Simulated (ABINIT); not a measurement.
# MgO (Fm-3m): G0W0 with ABINIT, start to end, part 2 of 3

Wanted: ground state, empty states, screening and self-energy for MgO (Fm-3m).

ABINIT 10.8.3; LDA and many-body steps on it, plane waves. Known limits of the many-body steps: not at the basis limit.

So far. Step 2 (Ground state): The gap is direct, at Γ.

## (3) Bands along the symmetry lines

Level of this step: DFT, LDA, plane waves, norm-conserving pseudopotentials (ABINIT).

The cheap functional maps the bands first; the places of the edges decide which points the dearer methods must see.

Input file run.abi:

```
acell 3*1.0 Angstrom
rprim 
  -0.000000000000 2.097001392700 2.097001392700
  2.097001392700 -0.000000000000 2.097001392700
  2.097001392700 2.097001392700 -0.000000000000
ntypat 2
znucl 12 8
natom 2
typat 1 2
xred 
  0.000000000000 0.000000000000 0.000000000000
  0.500000000000 0.500000000000 0.500000000000
pp_dirpath "pseudos"
pseudos "Mg.upf, O.upf"
ecut 38
iscf -2
irdden 1
kptopt 0
nkpt 50
kpt 
  0.00000000 0.00000000 0.00000000
  0.06250000 0.00000000 0.06250000
  0.12500000 0.00000000 0.12500000
  0.18750000 0.00000000 0.18750000
  0.25000000 0.00000000 0.25000000
  0.31250000 0.00000000 0.31250000
  0.37500000 0.00000000 0.37500000
  0.43750000 0.00000000 0.43750000
  0.50000000 0.00000000 0.50000000
  0.51562500 0.03125000 0.51562500
  0.53125000 0.06250000 0.53125000
  0.54687500 0.09375000 0.54687500
  0.56250000 0.12500000 0.56250000
  0.57812500 0.15625000 0.57812500
  0.59375000 0.18750000 0.59375000
  0.60937500 0.21875000 0.60937500
  0.62500000 0.25000000 0.62500000
  0.37500000 0.37500000 0.75000000
  0.32812500 0.32812500 0.65625000
  0.28125000 0.28125000 0.56250000
  0.23437500 0.23437500 0.46875000
  0.18750000 0.18750000 0.37500000
  0.14062500 0.14062500 0.28125000
  0.09375000 0.09375000 0.18750000
  0.04687500 0.04687500 0.09375000
  0.00000000 0.00000000 0.00000000
  0.06250000 0.06250000 0.06250000
  0.12500000 0.12500000 0.12500000
  0.18750000 0.18750000 0.18750000
  0.25000000 0.25000000 0.25000000
  0.31250000 0.31250000 0.31250000
  0.37500000 0.37500000 0.37500000
  0.43750000 0.43750000 0.43750000
  0.50000000 0.50000000 0.50000000
  0.50000000 0.46875000 0.53125000
  0.50000000 0.43750000 0.56250000
  0.50000000 0.40625000 0.59375000
  0.50000000 0.37500000 0.62500000
  0.50000000 0.34375000 0.65625000
  0.50000000 0.31250000 0.68750000
  0.50000000 0.28125000 0.71875000
  0.50000000 0.25000000 0.75000000
  0.50000000 0.21875000 0.71875000
  0.50000000 0.18750000 0.68750000
  0.50000000 0.15625000 0.65625000
  0.50000000 0.12500000 0.62500000
  0.50000000 0.09375000 0.59375000
  0.50000000 0.06250000 0.56250000
  0.50000000 0.03125000 0.53125000
  0.50000000 0.00000000 0.50000000
istwfk *1
nband 18
nbdbuf 5
tolwfr 1e-07
nstep 50
prtwf 0
prtvol 0
indata_prefix "in"
outdata_prefix "out"
tmpdata_prefix "tmp"
```

The run is started by

```console
> OMP_NUM_THREADS=1 mpirun -n 4 abinit run.abi > log
```

Numbers of over 12 decimals in the logs are rounded to 6 here.

The program printed:

```text
.Version 10.8.3 of ABINIT. v10.8.2 released Aug 2026.

 Symmetries : space group Fm -3 m (#225); Bravais cF (face-center cubic)
[... echo of the input left out ...]
== DATASET  1 ==================================================================
-   mpi_nproc: 4, omp_nthreads: 1 (-1 if OMP is not activated)

--- !DatasetInfo
iteration_state: {dtset: 1, }
dimensions: {natom: 2, nkpt: 50, mband: 18, nsppol: 1, nspinor: 1, nspden: 1, mpw: 1411, }
cutoff_energies: {ecut:  38.0, pawecutdg:  -1.0, }
electrons: {nelect:   1.60000000E+01, charge:   0.00000000E+00, occopt:   1.00000000E+00, tsmear:   1.00000000E-02, }

 Real(R)+Recip(G) space primitive vectors, cartesian coordinates (Bohr,Bohr^-1):
 R(1)=  0.0000000  3.9627583  3.9627583  G(1)= -0.1261747  0.1261747  0.1261747
 R(2)=  3.9627583  0.0000000  3.9627583  G(2)=  0.1261747 -0.1261747  0.1261747
 R(3)=  3.9627583  3.9627583  0.0000000  G(3)=  0.1261747  0.1261747 -0.1261747
 Unit cell volume ucvol=  1.2445798E+02 bohr^3
 Angles (23,13,12)=  6.00000000E+01  6.00000000E+01  6.00000000E+01 degrees

 getcut: wavevector=  0.0000  0.0000  0.0000  ngfft=  32  32  32
         ecut(hartree)=     38.000   => boxcut(ratio)=   2.05769

--- Pseudopotential description ------------------------------------------------
- Mg Generated using ONCVPSP code by D. R. Hamann
- 12.00000  10.00000  180309                  znucl, zion, pspdat
12 -1012 1 -1 1510                            pspcod,pspxc,lmax,lloc,mmax
     nproj     2     2     0
  pspatm : epsatm=    9.23542517
         --- l  ekb(1:nproj) -->
             0    2.239033   -0.828749
             1   -6.545315   -2.523783
 pspatm: atomic psp has been read  and splines computed

- O Generated using ONCVPSP code by D. R. Hamann
-  8.00000   6.00000  201201                  znucl, zion, pspdat
12 -1012 2 -1 926                             pspcod,pspxc,lmax,lloc,mmax
     nproj     2     2     1
  pspatm : epsatm=    6.27558587
         --- l  ekb(1:nproj) -->
             0    6.026028    0.816167
[...]
2   -1.033686
 pspatm: atomic psp has been read  and splines computed

--------------------------------------------------------------------------------

================================================================================
 prteigrs : about to open file out_EIG
 Non-SCF case, kpt    1 (  0.00000  0.00000  0.00000), residuals and eigenvalues=
  9.41E-09  2.96E-08  6.67E-08  6.77E-09  9.93E-08  8.15E-08  1.55E-08  6.22E-08
  1.36E-08  7.19E-09  8.99E-09  5.30E-08  3.11E-08  1.42E-08  8.33E-08  5.29E-08
  8.77E-08  3.26E-08
 -2.4631E+00 -1.2653E+00 -1.2653E+00 -1.2653E+00 -4.6098E-01  1.6385E-01
  1.6385E-01  1.6385E-01  3.4087E-01  7.4328E-01  7.4328E-01  7.4328E-01
  8.8704E-01  9.5675E-01  9.5675E-01  1.0496E+00  1.0496E+00  1.0496E+00
 Non-SCF case, kpt    2 (  0.06250  0.00000  0.06250), residuals and eigenvalues=
  9.50E-09  1.47E-08  5.78E-09  5.25E-08  1.61E-08  2.67E-08  8.52E-09  2.82E-08
[...]
3.19E-08  4.27E-08
[...]
Non-SCF case, kpt    3 (  0.12500  0.00000  0.12500), residuals and eigenvalues=
[...]
Non-SCF case, kpt   49 (  0.50000  0.03125  0.53125), residuals and eigenvalues=
[...]
Non-SCF case, kpt   50 (  0.50000  0.00000  0.50000), residuals and eigenvalues=
[...]
1.1335E-01  1.1335E-01  4.9543E-01  5.2659E-01  6.4251E-01  8.5634E-01
  8.5634E-01  1.1042E+00  1.1583E+00  1.3025E+00  1.3025E+00  1.4233E+00

--- !ResultsGS
iteration_state: {dtset: 1, }
comment   : Summary of ground state results
lattice_vectors:
- [ -0.0000000,   3.9627583,   3.9627583, ]
- [  3.9627583,  -0.0000000,   3.9627583, ]
- [  3.9627583,   3.9627583,  -0.0000000, ]
lattice_lengths: [   5.60419,    5.60419,    5.60419, ]
lattice_angles: [ 60.000,  60.000,  60.000, ] # degrees, (23, 13, 12)
lattice_volume:   1.2445798E+02
convergence: {deltae:  0.000E+00, res2:  0.000E+00, residm:  9.933E-08, diffor:  0.000E+00, }
etotal    :  -7.59171548E+01
entropy   :   0.00000000E+00
fermie    :   1.63852445E-01
cartesian_stress_tensor: null
pressure_GPa: null
xred      :
- [  0.0000E+00,   0.0000E+00,   0.0000E+00, Mg]
- [  5.0000E-01,   5.0000E-01,   5.0000E-01,  O]
cartesian_forces: null
force_length_stats: {min: null, max: null, mean: null, }

 Integrated electronic density in atomic spheres:
 ------------------------------------------------
 Atom  Sphere_radius  Integrated_density
[...]
================================================================================

 ----iterations are completed or convergence reached----

 Mean square residual over all n,k,spin=   31.815E-09; max=  99.332E-09
 reduced coordinates (array xred) for    2 atoms
       0.000000000000      0.000000000000      0.000000000000
       0.500000000000      0.500000000000      0.500000000000

 cartesian coordinates (angstrom) at end:
    1      0.000000     0.000000     0.000000
    2      2.097001     2.097001     2.097001
 length scales=  1.889726125908  1.889726125908  1.889726125908 bohr
              =  1.000000000000  1.000000000000  1.000000000000 angstroms
 prteigrs : about to open file out_EIG
 Eigenvalues (hartree) for nkpt=  50  k points:
 kpt#   1, nband= 18, wtk=  1.00000, kpt=  0.0000  0.0000  0.0000 (reduced coord)
[...]
kpt#   2, nband= 18, wtk=  1.00000, kpt=  0.0625  0.0000  0.0625 (reduced coord)
[...]
kpt#   3, nband= 18, wtk=  1.00000, kpt=  0.1250  0.0000  0.1250 (reduced coord)
[...]
kpt#  49, nband= 18, wtk=  1.00000, kpt=  0.5000  0.0313  0.5313 (reduced coord)
[...]
1.30344    1.44149
 kpt#  50, nband= 18, wtk=  1.00000, kpt=  0.5000  0.0000  0.5000 (reduced coord)
  -2.46260   -1.26820   -1.26643   -1.26643   -0.40003    0.01115    0.11335    0.11335
   0.49543    0.52659    0.64251    0.85634    0.85634    1.10417    1.15828    1.30253
   1.30253    1.42331

== END DATASET(S) ==============================================================
================================================================================

 -outvars: echo values of variables after computation  --------
            nband          18
             nkpt          50
          spgroup         225
 [... the other variables as echoed above ...]

 Calculation completed.
```

Elapsed: 4 s, on 4 MPI ranks of Arm Neoverse V1, shared host; peak memory 0.24 GiB; 16 s of CPU time.

This step gave:

* gap: 4.817 eV
* k of the valence top: 0, 0, 0
* k of the conduction bottom: 0, 0, 0
* least direct gap: 4.817 eV

The gap is 4.817 eV, as in the run before at this level.

Electronic bands along the path, in eV, zero at the top of the highest filled band; v1 is the highest filled band, c1 the lowest empty one:

```
    point      v4     v3     v2     v1     c1     c2     c3     c4
        Γ  -17.00   0.00   0.00   0.00   4.82  15.77  15.77  15.77
  halfway  -16.19  -2.66  -0.75  -0.75   8.10  11.08  15.37  17.38
        X  -15.34  -4.16  -1.37  -1.37   9.02   9.87  13.03  18.84
  halfway  -15.33  -4.00  -1.84  -1.32   9.41  10.39  12.87  18.50
        U  -15.31  -3.56  -2.77  -1.17  10.01  11.68  12.46  17.99
jump to K  -15.31  -3.56  -2.77  -1.17  10.01  11.68  12.46  17.99
  halfway  -16.10  -2.98  -1.21  -0.40   8.19  11.92  15.25  17.80
        Γ  -17.00   0.00   0.00   0.00   4.82  15.77  15.77  15.77
  halfway  -16.36  -2.70  -0.35  -0.35   7.12  12.50  16.58  16.58
        L  -15.58  -4.73  -0.66  -0.66   7.86  12.55  16.17  16.17
  halfway  -15.43  -4.09  -1.97  -1.01   9.63  12.14  13.37  16.78
        W  -15.27  -3.01  -3.01  -1.82  11.58  11.58  12.05  15.47
  halfway  -15.31  -3.85  -1.94  -1.60   9.92  10.76  12.68  17.25
        X  -15.34  -4.16  -1.37  -1.37   9.02   9.87  13.03  18.84
```

The electronic bands as a text plot (rows in eV, shown from -8.0 to 10.8 only):

```
   10.4 |       ++     ++  +                           +    ++++
    9.6 |         +++++++++ ++                        +      ++++
    8.9 |       ++ ++++       ++                     +          +
    8.1 |     ++                +              ++++++
    7.3 |    +                   ++         +++
    6.5 |                                  +
    5.7 |  ++                      ++    ++
    4.9 |++                          ++++
    4.2 |
    3.4 |
    2.6 |
    1.8 |
    1.0 |
    0.2 |**                        ********
   -0.6 | ******            **********  *  ***********
   -1.3 |  **   ************    *  **    **         ******   ****
   -2.1 |    *         **   **** **        *          **  ****
   -2.9 |     **         ***    *           *           ****
   -3.7 |       *****  *********             **        **   ****
   -4.5 |            **                        ********         *
   -5.3 |
   -6.0 |
   -6.8 |
   -7.6 |
         Γ           X  U|K            Γ         L        W     X
```

## (4) Empty states on the mesh, 6×6×6 mesh, 85 bands

The sums over transitions need many empty states on a uniform mesh; this step solves for them.

Input file run.abi:

```
acell 3*1.0 Angstrom
rprim 
  -0.000000000000 2.097001392700 2.097001392700
  2.097001392700 -0.000000000000 2.097001392700
  2.097001392700 2.097001392700 -0.000000000000
ntypat 2
znucl 12 8
natom 2
typat 1 2
xred 
  0.000000000000 0.000000000000 0.000000000000
  0.500000000000 0.500000000000 0.500000000000
pp_dirpath "pseudos"
pseudos "Mg.upf, O.upf"
ecut 38
ngkpt 6 6 6
nshiftk 1
shiftk 0 0 0
kptopt 1
chksymbreak 0
irdden 1
istwfk *1
nband 85
prtvol 0
optdriver 6
gwr_task "HDIAGO"
paral_kgb 0
occopt 1
indata_prefix "in"
outdata_prefix "out"
tmpdata_prefix "tmp"
```

The program printed:

```text
[banner, memory and clock lines left out]
.Version 10.8.3 of ABINIT. v10.8.2 released Aug 2026.

 Symmetries : space group Fm -3 m (#225); Bravais cF (face-center cubic)
[... echo of the input left out ...]
== DATASET  1 ==================================================================
-   mpi_nproc: 4, omp_nthreads: 1 (-1 if OMP is not activated)

--- !DatasetInfo
iteration_state: {dtset: 1, }
dimensions: {natom: 2, nkpt: 16, mband: 85, nsppol: 1, nspinor: 1, nspden: 1, mpw: 1411, }
cutoff_energies: {ecut:  38.0, pawecutdg:  -1.0, }
electrons: {nelect:   1.60000000E+01, charge:   0.00000000E+00, occopt:   1.00000000E+00, tsmear:   1.00000000E-02, }

.Using double precision arithmetic; gwpc =  8

- Reading GS density from: in_DEN

--- Pseudopotential description ------------------------------------------------
- Mg Generated using ONCVPSP code by D. R. Hamann
- 12.00000  10.00000  180309                  znucl, zion, pspdat
12 -1012 1 -1 1510                            pspcod,pspxc,lmax,lloc,mmax
     nproj     2     2     0
  pspatm : epsatm=    9.23542517
         --- l  ekb(1:nproj) -->
             0    2.239033   -0.828749
             1   -6.545315   -2.523783
 pspatm: atomic psp has been read  and splines computed

- O Generated using ONCVPSP code by D. R. Hamann
-  8.00000   6.00000  201201                  znucl, zion, pspdat
12 -1012 2 -1 926                             pspcod,pspxc,lmax,lloc,mmax
     nproj     2     2     1
  pspatm : epsatm=    6.27558587
         --- l  ekb(1:nproj) -->
             0    6.026028    0.816167
             1   -4.798959   -1.172522
             2   -1.033686
 pspatm: atomic psp has been read  and splines computed

   2.48176177E+02                                ecore*ucvol(ha*bohr**3)

 Total charge density [el/Bohr^3]
)     Maximum=    3.3704E+00  at reduced coord.    0.0625    0.9375    0.9688
)     Minimum=    1.0287E-02  at reduced coord.    0.2500    0.2500    0.2500
   Integrated=    1.6000E+01

 === KS gaps after direct diagonalization ===
 Direct band gap semiconductor
 Fundamental gap:     4.817 (eV)
   VBM:     4.459 (eV) at k: [ 0.0000E+00,  0.0000E+00,  0.0000E+00]
   CBM:     9.275 (eV) at k: [ 0.0000E+00,  0.0000E+00,  0.0000E+00]
 Direct gap:         4.817 (eV) at k: [ 0.0000E+00,  0.0000E+00,  0.0000E+00]

== END DATASET(S) ==============================================================

 -outvars: echo values of variables after computation  --------
           etotal      0.0000000000E+00
            nband          85
             nkpt          16
          spgroup         225
 [... the other variables as echoed above ...]

 Calculation completed.
```

Run time: 11 s. Hardware: 4 MPI ranks; peak memory 0.68 GiB.

This step gave:

```yaml
gap: 4.817 eV
k_of_the_valence_top: 0, 0, 0
k_of_the_conduction_bottom: 0, 0, 0
least_direct_gap: 4.817 eV
k_points_computed: 16
lowest_point_of_the_top_converged_band_above_the_valence_top: 126.8356 eV
```

On this mesh the gap is 4.817 eV.

## (5) Screening, 6×6×6 mesh, 77 bands, screening to 264 eV

The RPA dielectric matrix is built and inverted for each q.

This step: RPA screening on LDA, plane waves, norm-conserving pseudopotentials.

run.abi: that of step 4 with these lines changed.

```diff
@@ -20,10 +20,11 @@
 chksymbreak 0
-irdden 1
 istwfk *1
-nband 85
-prtvol 0
-optdriver 6
-gwr_task "HDIAGO"
-paral_kgb 0
 occopt 1
+irdwfk 1
+optdriver 3
+nband 77
+ecuteps 9.7
+inclvkb 2
+awtr 1
+symchi 1
 indata_prefix "in"
```

The program printed:

```text
.Version 10.8.3 of ABINIT. v10.8.2 released Aug 2026.

 Symmetries : space group Fm -3 m (#225); Bravais cF (face-center cubic)
[... echo of the input left out ...]
== DATASET  1 ==================================================================
-   mpi_nproc: 4, omp_nthreads: 1 (-1 if OMP is not activated)

--- !DatasetInfo
iteration_state: {dtset: 1, }
dimensions: {natom: 2, nkpt: 16, mband: 77, nsppol: 1, nspinor: 1, nspden: 1, mpw: 1411, }
cutoff_energies: {ecut:  38.0, pawecutdg:  -1.0, }
electrons: {nelect:   1.60000000E+01, charge:   0.00000000E+00, occopt:   1.00000000E+00, tsmear:   1.00000000E-02, }

 SCREENING: Calculation of the susceptibility and dielectric matrices

 Based on a program developped by R.W. Godby, V. Olevano, G. Onida, and L. Reining.
 Incorporated in ABINIT by V. Olevano, G.-M. Rignanese, and M. Torrent.
.Using double precision arithmetic ; gwpc =  8

[... cell and pseudopotentials left out ...]
--------------------------------------------------------------------------------

 ==== K-mesh for the wavefunctions ====
 Number of points in the irreducible wedge :    16
[... list of points left out ...]
 Together with 48 symmetry operations and time-reversal symmetry
 yields   216 points in the full Brillouin Zone.

 ==== Q-mesh for the screening function ====
 Number of points in the irreducible wedge :    16
[... list of points left out ...]
 Together with 48 symmetry operations and time-reversal symmetry
 yields   216 points in the full Brillouin Zone.

 setmesh: FFT mesh size selected  =    24x   24x   24
          total number of points  =        13824

 vcoul_init : cutoff-mode = AUXILIARY_FUNCTION
 q-points for optical limit:   1
     1)      0.000010    0.000020    0.000030

- screening: taking advantage of time-reversal symmetry
- Maximum band index for partially occupied states nbvw = 8
- Remaining bands to be divided among processors   nbcw = 69
- Number of bands treated by each node ~17

 Number of electrons calculated from density =   16.0000; Expected =   16.0000
 average of density, n =  0.128557
 r_s =    1.2291
 omega_plasma =   34.5863 [eV]

 calculating chi0 at frequencies [eV] :
  1    0.000000E+00    0.000000E+00
  2    0.000000E+00    3.458631E+01

--------------------------------------------------------------------------------
  q-point number  1        q = ( 0.000000, 0.000000, 0.000000) [r.l.u.]
--------------------------------------------------------------------------------
[... chi0 elements left out ...]
 For q-point:  0.000010 0.000020 0.000030
  dielectric constant =   3.0829
  dielectric constant without local fields =   3.3069

  Average fulfillment of the sum rule on Im[epsilon] for q-point    1 :     64.88  [%]
[... wings left out ...]
  q-point number  2        q = ( 0.166667, 0.000000, 0.000000) [r.l.u.]
--------------------------------------------------------------------------------
[... chi0 elements left out ...]
  Average fulfillment of the sum rule on Im[epsilon] for q-point    2 :     80.99  [%]

 [... 14 further q-points ...]
```

Wall time 58 s (4 MPI ranks); peak memory 0.7 GiB; 3.9 min of CPU time.

Numbers from this step:

- ε∞ with local fields, on this mesh, along the program's q direction: 3.083
- the same without local fields: 3.307
- plasma frequency: 34.59 eV
- plane waves in the screening matrix: 169

Local fields lower ε∞ by 7 %.

[end of part 2 of 3]

[Paths, hosts, dates, memory and timing lines, banners, echoed tables and standing remarks are left out of the program output.]

[Logs are printed without paths, hosts, clocks, repeated set-up lines and the standing remarks that a program may print on its own settings, such as how far it seeks lower states.]

[Runs of the session that timed out or met a known fault of the program may be left out.]

[Hosts, paths, dates, database ids (printed as entryN), source tags and the programs' standing remarks are cut or masked in the printed files.]

[G0W0 gaps are taken among the corrected bands and points alone; a level outside them can change the order at an edge.]

[Where Ansatz stands beside ABINIT at settings called matched, ABINIT's density can come from a denser mesh and the files from another edition; pairs whose starting gaps differed by over 0.03 eV were left out, so agreement reads better than it is.]
